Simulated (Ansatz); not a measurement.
# V_N in AlN (P6_3mc): charge-transition levels and formation energies

Wanted: the transition levels of a vacancy in AlN (P6_3mc), from a cell of 72 host atoms with 1 N taken out.

Method: place-levels on r2SCAN runs: charge-transition levels and formation energies with image-charge correction and potential alignment at the atomic sites; PAW set soft_1, in Ansatz 0.2.0.

## 1. Starting point

The cell holds 71 atoms: 36 Al and 35 N. Cell: a = 9.180 Å, b = 9.180 Å, c = 9.807 Å, α = 90.0°, β = 90.0°, γ = 120.0°. It derives from AlN (space group P6_3mc). Nearest the centre at fractional (0.556, 0.444, 0.440): Al57 at 1.86 Å, Al26 at 1.86 Å, Al34 at 1.86 Å, Al33 at 1.87 Å, N63 at 3.02 Å, N32 at 3.02 Å, N39 at 3.02 Å, N28 at 3.02 Å.

Structure file:

```xyz
71
Lattice="9.1798 0.0000 0.0000 -4.5899 7.9499 0.0000 0.0000 0.0000 9.8071" Properties=species:S:1:pos:R:3 pbc="T T T"
Al    1.5300    0.8833    2.4479
Al    0.0000    1.7666    4.8997
N     1.5300    0.8833    4.3190
N     0.0000    1.7666    1.8673
Al    1.5300    0.8833    7.3514
Al    0.0000    1.7666    9.8032
N     1.5300    0.8833    9.2226
N     0.0000    1.7666    6.7708
Al    0.0000    3.5333    2.4479
Al   -1.5300    4.4166    4.8997
N     0.0000    3.5333    4.3190
N    -1.5300    4.4166    1.8673
Al    0.0000    3.5333    7.3514
Al   -1.5300    4.4166    9.8032
N     0.0000    3.5333    9.2226
N    -1.5300    4.4166    6.7708
Al   -1.5300    6.1833    2.4479
Al   -3.0599    7.0666    4.8997
N    -1.5300    6.1833    4.3190
N    -3.0599    7.0666    1.8673
Al   -1.5300    6.1833    7.3514
Al   -3.0599    7.0666    9.8032
N    -1.5300    6.1833    9.2226
N    -3.0599    7.0666    6.7708
Al    4.5899    0.8833    2.4479
Al    3.0599    1.7666    4.8997
N     4.5899    0.8833    4.3190
N     3.0599    1.7666    1.8673
Al    4.5899    0.8833    7.3514
Al    3.0599    1.7666    9.8032
N     4.5899    0.8833    9.2226
N     3.0599    1.7666    6.7708
Al    3.0599    3.5333    2.4479
Al    1.5300    4.4166    4.8997
N     1.5300    4.4166    1.8673
Al    3.0599    3.5333    7.3514
Al    1.5300    4.4166    9.8032
N     3.0599    3.5333    9.2226
N     1.5300    4.4166    6.7708
Al    1.5300    6.1833    2.4479
Al    0.0000    7.0666    4.8997
N     1.5300    6.1833    4.3190
N     0.0000    7.0666    1.8673
Al    1.5300    6.1833    7.3514
Al    0.0000    7.0666    9.8032
N     1.5300    6.1833    9.2226
N     0.0000    7.0666    6.7708
Al    7.6498    0.8833    2.4479
Al    6.1198    1.7666    4.8997
N     7.6498    0.8833    4.3190
N     6.1198    1.7666    1.8673
Al    7.6498    0.8833    7.3514
Al    6.1198    1.7666    9.8032
N     7.6498    0.8833    9.2226
N     6.1198    1.7666    6.7708
Al    6.1198    3.5333    2.4479
Al    4.5899    4.4166    4.8997
N     6.1198    3.5333    4.3190
N     4.5899    4.4166    1.8673
Al    6.1198    3.5333    7.3514
Al    4.5899    4.4166    9.8032
N     6.1198    3.5333    9.2226
N     4.5899    4.4166    6.7708
Al    4.5899    6.1833    2.4479
Al    3.0599    7.0666    4.8997
N     4.5899    6.1833    4.3190
N     3.0599    7.0666    1.8673
Al    4.5899    6.1833    7.3514
Al    3.0599    7.0666    9.8032
N     4.5899    6.1833    9.2226
N     3.0599    7.0666    6.7708
```

The host's dielectric constants go in as inputs: (4.49, 4.49, 4.72) for the electrons alone, (8.15, 8.15, 9.65) with the ions, computed on the host (DFPT, PBEsol, on the r2SCAN cell), and a cell off the functional's own equilibrium shifts the ionic part.

The relaxed host is scaled by −1.5 % along all axes; the dielectric constants are those of the unstrained host.

The cell's shortest repeat is 9.2 Å.

## 2. What was run first

Levels follow from differences of total energies between charge states, each relaxed by itself.

Random displacements of about 0.05 Å break the site symmetry at the start, so that the relaxation can reach a distorted minimum if there is one. Forces are taken at one point at (¼, ¼, ¼). The cell holds 1 electron more than the neutral one, with a uniform background that keeps it neutral on the whole.

The sampling was tested on the host first: at the k-points planned (1x1x1 shifted 0.25 0.25 0.25) its energy lies -0.014 eV an atom from the dense-mesh value, under the bound of 0.02 eV set for this test; that bounds the host's error, not the defect's.

One state's input; the others differ in charge, spin, start and seed, and in occupations where the table says so.

Input file qm1.relax_smeared/input.yaml:

```yaml
crystal:
  lattice:
    - [3.05992402, 3.0e-08, 0.0]
    - [-1.52996203, 2.64997192, 0.0]
    - [0.0, 0.0, 4.90356528]
  atoms:
    - { symbol: Al, position: [0.66666667, 0.33333333, 0.49920333] }
    - { symbol: Al, position: [0.33333333, 0.66666667, 0.99920333] }
    - { symbol: "N", position: [0.66666667, 0.33333333, 0.88079667] }
    - { symbol: "N", position: [0.33333333, 0.66666667, 0.38079667] }
  supercell: [3, 3, 2]
  defects: [{ vacancy: 34 }]
total_charge: -1
basis:
  ecutwfc: 500
  xc_grid: 2
hamiltonian:
  xc: r2scan
  pseudopotentials: { kind: paw, azcp: { folder: soft_1 } }
kpoints:
  mp_grid: { grid: [1, 1, 1], shift: [0.25, 0.25, 0.25] }
scf:
  occupations: { method: fermi_dirac, width: 0.01 }
  max_iter: 100
output:
  forces: true
  charged_corrections: { epsilon: [4.49, 4.49, 4.72], static_epsilon: [8.15, 8.15, 9.65] }
relax:
  f_tol: 0.02
  max_steps: 80
  random_displacement: { amplitude: 0.05, seed: 3555 }
checkpoint:
  write: "../qm1.relax_smeared.run"
  compress: false
  write_wavefunctions: true
  write_every: 100000
```

On the command line:

```bash
$ ansatz run input.yaml --threads 4 --pin off --max-ram 7536MiB --backend cpu --events-out ev --progress --plain --runs-dir out
```

The relaxed structure is kept and the sampling changed to a 2×2×2 shifted mesh.

The run of this state that the levels use, under r2SCAN:

Input file qm1.point/input.yaml:

```yaml
crystal:
  checkpoint: "../qm1.relax_smeared.run"
  host: checkpoint
total_charge: -1
basis:
  ecutwfc: 500
  xc_grid: 2
hamiltonian:
  xc: r2scan
  pseudopotentials: { kind: paw, azcp: { folder: soft_1 } }
kpoints:
  mp_grid: { grid: [2, 2, 2], shift: [0.5, 0.5, 0.5] }
scf:
  occupations: { method: fermi_dirac, width: 0.01 }
  max_iter: 100
output:
  forces: true
  eigenvalues: true
  charged_corrections:
    epsilon: [4.49, 4.49, 4.72]
    static_epsilon: [8.15, 8.15, 9.65]
    defect_position: [0.555556, 0.444444, 0.440398]
  eigenstates: { localisation: true }
  populations: true
  band_densities: [{ bands: [v1, v1] }, { bands: [c1, c1] }]
  write_density: true
  write_potential: true
  volumetric_format: npy
checkpoint:
  read: "../qm1.relax_smeared.run"
  write: "../qm1.point.run"
  compress: false
  write_wavefunctions: false
  write_every: 100000
```

Relaxations under r2SCAN at one point at (¼, ¼, ¼); times on 4 threads of Arm Neoverse V1, shared host:

```
charge  moment (μB)  occupations        outcome  steps  largest displacement against the far atoms (Å)     time
    −1            0        fixed  not converged      -                                               -     78 s
    −1            0  fermi-dirac      converged      9                                            0.22  1.8 min
     0            1        fixed      converged      7                                            0.12  3.9 min
    +1            0        fixed      converged      5                                            0.05     65 s
    +2            1        fixed      converged      9                                            0.35  4.1 min
    +3            0        fixed      converged      9                                            0.62  1.9 min
    −1            2        fixed      converged     21                                            0.16   10 min
```

Single points under r2SCAN at a 2×2×2 shifted mesh; times on 4 threads of Arm Neoverse V1, shared host:

```
charge  moment (μB)  occupations    outcome     time
    −1            0  fermi-dirac  converged     75 s
     0            1  fermi-dirac  converged  3.3 min
    +1            0  fermi-dirac  converged     70 s
    +2            1  fermi-dirac  converged  3.2 min
    +3            0  fermi-dirac  converged     71 s
    −1            2  fermi-dirac  converged  3.3 min
```

Distances (Å) from the ideal centre to the nearest atoms after relaxation with r2SCAN:

```
charge  moment (μB)       1.       2.       3.       4.      5.       6.
    −1            0  Al 1.70  Al 1.74  Al 1.81  Al 1.83  N 2.90   N 2.95
    −1            2  Al 1.72  Al 1.74  Al 1.74  Al 1.80  N 2.97  Al 2.98
     0            1  Al 1.78  Al 1.81  Al 1.83  Al 1.83  N 2.95   N 2.96
    +1            0  Al 1.87  Al 1.87  Al 1.89  Al 1.92  N 3.00   N 3.00
    +2            1  Al 2.01  Al 2.02  Al 2.02  Al 2.22  N 3.02   N 3.02
    +3            0  Al 2.20  Al 2.20  Al 2.20  Al 2.49  N 3.04   N 3.04
```

## 3. place-levels, r2SCAN

A charged cell interacts with its images and the background, and its potential has another zero than the host's. place-levels removes the first by a point-charge model, screened by the static dielectric constant since the ions have relaxed around the charge, and the second by comparing potentials at atoms far from the defect.

The host is a run of the defect-free crystal in the same cutoffs, grids and k-points, so that basis and sampling errors cancel in part in the differences. The host is run in a cell of 4 atoms on a matching mesh. Its band edges are searched through the zone by a band path, so the gap is smaller than, or equal to, that on the mesh. Chemical potentials are energies per atom of N (N2 molecule), run with the same functional and cutoff.

Input file levels.point.yaml:

```yaml
host:
  run: host.point.run
states: [qm1.point.run, q0_M1.point.run, qp1.point.run, qp2_M1.point.run, qp3.point.run, qm1_M2.point.run]
geometry_from:
  qm1.point.run: qm1.relax_smeared.run
  q0_M1.point.run: q0_M1.relax.run
  qp1.point.run: qp1.relax.run
  qp2_M1.point.run: qp2_M1.relax.run
  qp3.point.run: qp3.relax.run
  qm1_M2.point.run: qm1_M2.relax.run
  host.point.run: host.relax.run
chemical_potentials:
  "N":
    energy: -384.814403
    dataset: "<sha256 of the dataset>"
epsilon: [4.49, 4.49, 4.72]
static_epsilon: [8.15, 8.15, 9.65]
vertical:
  - { from: qm1.point.run, to: qm1.point_neutral.run }
  - { from: qp1.point.run, to: qp1.point_neutral.run }
  - { from: qp2_M1.point.run, to: qp2_M1.point_neutral.run }
  - { from: qp3.point.run, to: qp3.point_neutral.run }
  - { from: qm1_M2.point.run, to: qm1_M2.point_neutral.run }
```

On the command line:

```bash
$ ansatz place-levels levels.point.yaml -- --threads 4 --pin off --max-ram 7536MiB
```

Numbers of over 12 decimals in the logs are rounded to 6 here.

Log:

```text
[... repeated set-up lines and file paths are left out, and long positions are rounded to six places ...]
(+3/+2) 0.260 eV beneath the valence edge, in the valence band
(+2/+1) 0.097 eV above the valence edge, 5.200 eV under the conduction edge
(+1/0) 3.656 eV above the valence edge, 1.641 eV under the conduction edge
(0/-1) 4.248 eV above the valence edge, 1.049 eV under the conduction edge
formation energy of charge +3: +2.978 eV with the Fermi level at the valence edge
formation energy of charge +2: +2.718 eV with the Fermi level at the valence edge
formation energy of charge +1: +2.816 eV with the Fermi level at the valence edge
formation energy of charge 0: +6.471 eV with the Fermi level at the valence edge
formation energy of charge -1: +10.720 eV with the Fermi level at the valence edge
vertical -1 to 0: no energy, since no alignment is typed
  the change from vertical[0].from (qm1.point.run) to vertical[0].to (qm1.point_neutral.run): by its potential at epsilon [4.49, 4.49, 4.72] it stands at 0.541 0.460 0.451, with an rms radius of about 2.1 Å (1.0 1.3 1.3 Å across the planes of the cell's [...]
[...]
of states[0] (qm1.point.run): its displacements don't fall off away from the defect: farther atoms stand 0.032 Å off the host's places. [...]
  of vertical[0].from (qm1.point.run): its displacements don't fall off away from the defect: farther atoms stand 0.032 Å off the host's places. [...]
  of vertical[0].to (qm1.point_neutral.run): its displacements don't fall off away from the defect: farther atoms stand 0.032 Å off the host's places. [...]
  of vertical[1].to (qp1.point_neutral.run): stability_check_not_made
  of vertical[2].from (qp2_M1.point.run): stability_check_not_made; [...]
  of vertical[2].to (qp2_M1.point_neutral.run): stability_check_not_made
  of vertical[3].from (qp3.point.run): it parts from the run that its charge is read beside by 3 carriers, of which the mean alone is read, by its potential at epsilon [4.49, 4.49, 4.72], taken for that of held ions (one typed too small widens it): that is [...]
  of vertical[3].to (qp3.point_neutral.run): stability_check_not_made
  of vertical[4].from (qm1_M2.point.run): its displacements don't fall off away from the defect: farther atoms stand 0.013 Å off the host's places. [...]
  of vertical[4].to (qm1_M2.point_neutral.run): its displacements don't fall off away from the defect: farther atoms stand 0.013 Å off the host's places. [...]
```

Wall time 0.81 s (4 threads of Arm Neoverse V1, shared host).

Levels between the charges placed, in eV above the valence top:

```
        gap (eV)  (+3/+2)  (+2/+1)  (+1/0)  (0/−1)
r2SCAN      5.30    -0.26     0.10    3.66    4.25
```

Corrections by state:

```
charge  moment (μB)  image terms and alignment (eV)  band filling (eV)                               ε used  over the lowest of its charge, as the program ranks them, band filling apart (eV)
    +3          0.0                           1.769                  -  principal values (8.15, 8.15, 9.65)                                                                              0.000
    +2          1.0                           0.761                  -  principal values (8.15, 8.15, 9.65)                                                                              0.000
    +1          0.0                           0.148                  -  principal values (8.15, 8.15, 9.65)                                                                              0.000
     0          1.0                           0.000                  -                                    -                                                                              0.000
    −1          2.0                           0.342                  -  principal values (8.15, 8.15, 9.65)                                                                              0.000
    −1          0.0                           0.342                  -  principal values (8.15, 8.15, 9.65)                                                                              0.160
```

The charged structures listed were also run neutral, and place-levels reads from each pair, by the potential or the spins, how wide the charge is by which they differ; that can be the carrier of either run.

```
charge  rms radius (Å)  spread where it is widest against the cell (Å)  wide from (Å)  reading
    +3             2.1                                            1.36           1.38   narrow
    +2             2.2                                            1.55           1.70   narrow
    +1             2.1                                            1.34           1.38   narrow
    −1             2.0                                            1.49           1.38     wide
```

The neutral runs of these pairs need not share the spin of the lowest neutral state, and very wide values only mean spread over the cell.

From the program's caveats on the states, each cut to its opening words:

- charge +3: it parts from the run that its charge is read beside by 3 carriers, of which the mean alone is read, by its potential at epsilon [4.49, 4.49, 4.72], taken for [...]
- charge +3: its alignment with the host at atomic sites is doubtful: the mean over the far sites moves by -0.1033 eV from their farther parts to their nearer, more than [...]
- charge +3: the far atoms show a dipole or second moment of the defect's charge, for which the correction takes or leaves out 0.11 eV: further moments aren't read, and the [...]
- charge +2 (1 μB): it parts from the run that its charge is read beside by 2 carriers, of which the mean alone is read, by its potential at epsilon [4.49, 4.49, 4.72], taken for [...]
- charge +2 (1 μB): its alignment with the host at atomic sites is doubtful: the mean over the far sites moves by -0.0649 eV from their farther parts to their nearer, more than [...]
- charge +2 (1 μB), 0 (1 μB), −1 (2 μB): flagged: stability check not made
- charge 0 (1 μB): its displacements don't fall off away from the defect: farther atoms stand 0.015 Å off the host's places
- charge −1 (2 μB): it parts from the run at its places by a charge that spreads by about 1.5 Å along one vector (1.4 Å or more is wide), by its potential at epsilon [4.49, 4.49, [...]
- charge −1 (2 μB): its displacements don't fall off away from the defect: farther atoms stand 0.013 Å off the host's places
- charge −1: its displacements don't fall off away from the defect: farther atoms stand 0.032 Å off the host's places

The host's formation energy from the elements is -1.612 eV per atom at this strain; it sets how far the chemical potentials can move.

Limit set by the element alone; other compounds of these elements are not counted. Chemical potentials from the elements' reference states: Al 0.00 eV, N -3.22 eV. Formation energies (Al-rich), with the Fermi level at the valence top and at the conduction bottom (gap 5.30 eV):

```
charge  at valence top (eV)  at conduction bottom (eV)  correction included (eV)
    +3                -0.25                      15.64                      1.77
    +2                -0.51                      10.09                      0.76
    +1                -0.41                       4.89                      0.15
     0                 3.25                       3.25                      0.00
    −1                 7.49                       2.20                      0.34
```

| Fermi level (eV) | lowest formation energy (eV) |
| --- | --- |
| 0.00 | -0.51 |
| 0.48 | 0.07 |
| 0.96 | 0.55 |
| 1.44 | 1.03 |
| 1.92 | 1.52 |
| 2.41 | 2.00 |
| 2.89 | 2.48 |
| 3.37 | 2.96 |
| 3.85 | 3.25 |
| 4.33 | 3.16 |
| 4.82 | 2.68 |
| 5.30 | 2.20 |

Limit set by the element alone; other compounds of these elements are not counted. Chemical potentials from the elements' reference states: N 0.00 eV, Al -3.22 eV. Formation energy by charge state (N-rich; gap 5.30 eV):

```
charge  at valence top (eV)  at conduction bottom (eV)  correction included (eV)
    +3                 2.98                      18.87                      1.77
    +2                 2.72                      13.31                      0.76
    +1                 2.82                       8.11                      0.15
     0                 6.47                       6.47                      0.00
    −1                10.72                       5.42                      0.34
```

Fermi level (eV), lowest formation energy (eV) and a bar from the least value:
```
     0.00       2.72 
     0.48       3.30 #####
     0.96       3.78 ########
     1.44       4.26 ############
     1.92       4.74 ################
     2.41       5.22 ####################
     2.89       5.71 ########################
     3.37       6.19 ############################
     3.85       6.47 ##############################
     4.33       6.38 #############################
     4.82       5.90 #########################
     5.30       5.42 ######################
```

## 4. What came out

```yaml
gap_of_the_host: 5.30 eV (r2SCAN)
level_plus_3_plus_2: 0.26 eV below the valence top
level_plus_2_plus_1: 0.10 eV above the valence top
level_plus_1_over_0: 3.66 eV above the valence top
level_0_minus_1: 4.25 eV above the valence top
lowest_of_the_charges_placed_just_above_the_valence_top_0p02_ev: +2
lowest_of_the_charges_placed_just_below_the_conduction_bottom_0p02_ev: −1
lowest_formation_energy_at_mid_gap_of_the_charges_run_al_rich: 2.24 eV
lowest_formation_energy_at_mid_gap_of_the_charges_run_n_rich: 5.46 eV
```

In words: Of the charges placed (−1, 0, +1, +2 and +3), the lowest changes at 0.10 eV (+2/+1), 3.66 eV (+1/0) and 4.25 eV (0/−1) above the valence top, in a gap of 5.30 eV. (+2/+1) lies nearer to a band edge than the share of the finite-size correction in it (0.61 eV), and that correction holds for a localised charge alone. (+2/+1) lies 0.10 eV from a band edge, less than the doubt on such levels. Charges below −1 were not placed, so these runs say nothing of levels that involve them. States placed: +3 at 0 μB; +2 at 1 μB; +1 at 0 μB; 0 at 1 μB; −1 at 2 μB and 0 μB. Other spin states or structures, where not listed, weren't placed. Corrections reach 1.8 eV, so the cell is small for these charges and their levels are rough. The program doubts the alignment of potentials for at least one state, a sign that the cell is small. Limits: r2SCAN makes the gap too small and tends to spread out bound carriers; where a gas molecule sets a chemical potential or the host's formation energy, its binding is uncorrected; force components of up to 0.13 eV/Å remain in a run at the final settings.

[Logs are printed without paths, hosts, clocks, repeated set-up lines and the standing remarks that a program may print on its own settings, such as how far it seeks lower states.]

[Hosts, paths, dates, database ids (printed as entryN), source tags and the programs' standing remarks are cut or masked in the printed files.]

[Where a table of states has a column of steps, it counts the stored structures, which are thinned; the runs took as many ionic steps or more.]

[A defect's name tells the site on which it was built; relaxed atoms can leave that site.]

[For some hosts the program warned that the k-mesh of the response run may be too coarse for force constants and the static dielectric constant; such warnings are not shown here.]
